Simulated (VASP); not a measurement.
Write the native input for VASP 6.6.1 that does the following.

```
Task                   : single point
Functional             : PBE
Potentials or basis    : VASP PAW PBE potentials, release 64 (Fe, O)
Cutoff                 : 520 eV
k mesh                 : 10 × 10 × 5
Occupations            : fermi-dirac, width 0.05 eV
Spin                   : collinear spin, ferromagnetic start
Starting moments       : [3.0, 3.0, 0.0, 0.0] μB
Further INCAR settings : ALGO = Normal; EDIFF = 1e-07; NBANDS = 26
```

The structure of FeO lies in POSCAR:

```
FeO
1.0
    2.6823620000     -1.5244300000      0.0000000000
    2.6823620000      1.5244300000      0.0000000000
   -0.2343110000      0.0000000000      5.2694490000
Fe O
2 2
Direct
    0.0064100000      0.0015460000      0.4880000000
   -0.0041500000      0.0174200000     -0.0049380000
    0.3384230000      0.3567830000      0.7467680000
    0.6569050000      0.6717470000      0.2573470000
```

The cell comes from a database or a generator and needn't be the stable form of this composition.

The cell isn't the ideal one: atoms moved at random, drawn with an rms of 0.05 Å.

The input as run:

INCAR

```
SYSTEM = FeO
PREC = Accurate
ENCUT = 520
EDIFF = 1E-7
ISMEAR = -1
SIGMA = 0.05
LREAL = .FALSE.
LASPH = .TRUE.
NELM = 120
ALGO = Normal
ISIF = 2
LWAVE = .FALSE.
LCHARG = .FALSE.
ISPIN = 2
MAGMOM = 3 3 0 0
LORBIT = 11
LMAXMIX = 4
GGA = PE
NBANDS = 26
```

KPOINTS

```
regular mesh
0
G
  10 10 5
  0 0 0
```

Potentials or basis: VASP PAW PBE potentials, release 64 (Fe, O).

Command:

```sh
$ cat potpaw_PBE.64/Fe/POTCAR potpaw_PBE.64/O/POTCAR > POTCAR
$ mpirun -np 1 vasp_std > vasp.out
```

Results of the run:

| Item | Value |
| --- | --- |
| Pressure | -9.4 GPa |
| Largest force | 0.368 eV/Å |
| Band gap on the k mesh | none (metal or under the smearing width) |
| Net moment | 8.00 μB per cell |
| Site moments | Fe +3.60, +3.57; O +0.31, +0.32 μB |
| Valence electrons inside the program's atomic spheres | Fe 6.70, 6.68; O 4.94, 4.96 |

Caveat: semilocal functionals often make such compounds metallic where correlation or magnetic order opens a gap, which also shifts bond lengths; only a ferromagnetic start was run, and an antiferromagnetic order may lie lower in energy.

Run time: 8.4 min on 1 thread of Intel(R) Xeon(R) Platinum 8259CL CPU @ 2.50GHz (Skylake/Cascade Lake), with other jobs on the host, peak memory 0.47 GiB.
